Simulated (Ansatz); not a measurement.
# CaO in Ansatz: the effect of exact exchange

Crystal: CaO.

```xyz
4
Lattice="-1.6676 1.6676 8.5135 1.6676 -1.6676 8.5135 1.6676 1.6676 -8.5135" Properties=species:S:1:pos:R:3 pbc="T T T"
Ca    0.0000    0.0000   11.5715
Ca    0.0000    0.0000    5.4555
O     0.0000    0.0000   13.9312
O     0.0000    0.0000    3.0957
```

The cell comes from a database or a generator and needn't be the stable form of this composition.

Alike in all runs:

- Program: Ansatz 0.2.0
- Task: single point
- Functional: HSE06 form with a typed share of exact exchange
- Potentials or basis: Ansatz PAW
- Cutoff: 420 eV (not typed: the program's choice for these potentials)
- k mesh: 6 × 6 × 6
- Occupations: fermi-dirac, width 0.05 eV
- Spin: no spin polarisation

```tsv
exact exchange	gap on the mesh (eV)	pressure (GPa)	largest force (eV/Å)
0.05	?	?	?
0.1	2.55	-1.0	0.10
0.15	2.79	-1.2	0.12
0.2	3.03	-1.5	0.14
```

What does the run with exact exchange 0.05 give?

gap on the mesh 2.32 eV; pressure -0.7 GPa; largest force 0.07 eV/Å.

Worked out: A straight line through the other rows of the gap on the mesh, of slope 4.8 eV per unit of exact exchange, extrapolates to 2.31 eV, against the run's 2.32. A straight line through the other rows of the pressure, of slope -5 GPa per unit of exact exchange, extrapolates to -0.7 GPa, against the run's -0.7. A straight line through the other rows of the largest force, of slope 0.4 eV/Å per unit of exact exchange, extrapolates to 0.08 eV/Å, against the run's 0.07.

Caveats: all runs use coarse meshes; the PAW data sets come from PBE, with cores solved anew for the run's functional, which leaves a small shift of forces and pressure; the thresholds are loose for stress.

A k mesh can miss the band edges.
